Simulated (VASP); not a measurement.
**A VASP 6.6.1 single-point calculation on AlN**

INCAR

```
SIGMA = 0.2
ENCUT = 520
NELM = 120
NSW = 0
ISMEAR = -5
LWAVE = .FALSE.
LASPH = .TRUE.
ISIF = 2
ALGO = Normal
IBRION = -1
NBANDS = 11
LCHARG = .FALSE.
PREC = Normal
METAGGA = R2SCAN
EDIFF = 1E-7
LREAL = .FALSE.
```

KPOINTS

```
KPOINTS created by Atomic Simulation Environment
0
Monkhorst-Pack
10 10 10
0 0 0
```

POSCAR

```
Al N
 1.0000000000000000
     0.0000000000000000    2.1182377502000000    2.1848764830000000
     2.1182377502000000    0.0000000000000000    2.1848764830000000
     2.1182377502000000    2.1182377502000000    0.0000000000000000
 Al  N
   1   1
Cartesian
  0.0000000000000000  0.0000000000000000  0.0000000000000000
  3.1773566252999998  3.1773566252999998  3.2773147245000001
```

The recommended PBE PAW datasets give the neutral cell 8 valence electrons.

Command

```
mpirun -np 1 vasp_std
```

**Question.** How does this run end, and what does it give?

**Answer.** It converged. Results: gap between bands v and c on the k mesh 4.05 eV; least direct gap on the k mesh 5.61 eV; pressure 14.3 GPa. Band v is the last that the valence electrons fill when counted band by band, and c is the next.

OSZICAR

```
N       E                     dE             d eps       ncg     rms          rms(c)
DAV:   1     0.619810497088E+01    0.61981E+01   -0.40527E+03  6221   0.631E+02
DAV:   2    -0.226127353558E+02   -0.28811E+02   -0.28048E+02  7245   0.147E+02
DAV:   3    -0.235183991930E+02   -0.90566E+00   -0.90454E+00  7429   0.244E+01
DAV:   4    -0.235233945793E+02   -0.49954E-02   -0.49950E-02  6935   0.198E+00
DAV:   5    -0.235234582794E+02   -0.63700E-04   -0.63700E-04  7343   0.211E-01    0.926E+00
DAV:   6    -0.189979224738E+02    0.45255E+01   -0.86174E+00  6981   0.151E+01    0.382E+00
DAV:   7    -0.191003410177E+02   -0.10242E+00   -0.51086E-01  7115   0.487E+00    0.250E+00
DAV:   8    -0.191229746539E+02   -0.22634E-01   -0.45240E-02  6335   0.180E+00    0.708E-01
DAV:   9    -0.191210275406E+02    0.19471E-02   -0.78325E-03  7355   0.542E-01    0.150E-01
DAV:  10    -0.191211973232E+02   -0.16978E-03   -0.40749E-04  6701   0.152E-01    0.380E-02
DAV:  11    -0.191211812642E+02    0.16059E-04   -0.22491E-05  7445   0.298E-02    0.240E-02
DAV:  12    -0.191211696826E+02    0.11582E-04   -0.32219E-06  6593   0.131E-02    0.152E-02
DAV:  13    -0.191211747731E+02   -0.50905E-05   -0.13755E-07  6857   0.278E-03    0.206E-03
DAV:  14    -0.191211747557E+02    0.17426E-07   -0.40834E-09  3745   0.556E-04
   1 F= -.19121175E+02 E0= -.19121175E+02  d E =0.000000E+00
```

The shifted mesh misses Γ, so a band edge there is missed.

For comparison, a separate r²SCAN run of the intended cell, on usual settings and not on those above, gives a gap of 3.87 eV on its mesh and a pressure of 14.3 GPa.
